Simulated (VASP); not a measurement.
The system is ZnSe (Stilleite).

```
Se Zn
1.0
     0.00000    2.83380    2.83380
     2.83380    0.00000    2.83380
     2.83380    2.83380    0.00000
Se Zn
1 1
Direct
  0.75000 0.75000 0.75000
  0.00000 0.00000 0.00000
```

```yaml
Program: VASP 6.6.1
Task: relaxation of cell and atoms
Functional: LDA
Potentials_or_basis: VASP PAW LDA potentials, release 64 (Se, Zn)
Cutoff: 600 eV
k_mesh: 8 × 8 × 8
Occupations: fermi-dirac, width 0.05 eV
Spin: no spin polarisation
```

At the start: pressure -3.0 GPa; volume 22.76 Å³/atom.

**Question.** Where does the relaxation end?

**Answer.** Over 8 steps the energy falls by 11.0 meV/atom and the volume is 21.64 Å³/atom (-4.9 %); space group F-43m (No. 216, to 0.05 Å).

Step by step:
```csv
step,energy change (eV),largest force (eV/Å),pressure (GPa),volume (Å³)
1,0.0000,0.0000,-3.04,45.51
2,-0.0200,0.0000,1.11,42.73
3,-0.0220,0.0000,-0.14,43.34
4,-0.0220,0.0000,0.13,43.27
5,-0.0220,0.0000,-0.06,43.38
6,-0.0220,0.0000,-0.11,43.34
7,-0.0220,0.0000,-0.05,43.31
8,-0.0220,0.0000,0.01,43.29
```

Final structure:
```
CELL_PARAMETERS angstrom
0.00000 2.78687 2.78687
2.78687 0.00000 2.78687
2.78687 2.78687 0.00000
ATOMIC_POSITIONS crystal
Se 0.75000 0.75000 0.75000
Zn 0.00000 0.00000 0.00000
```
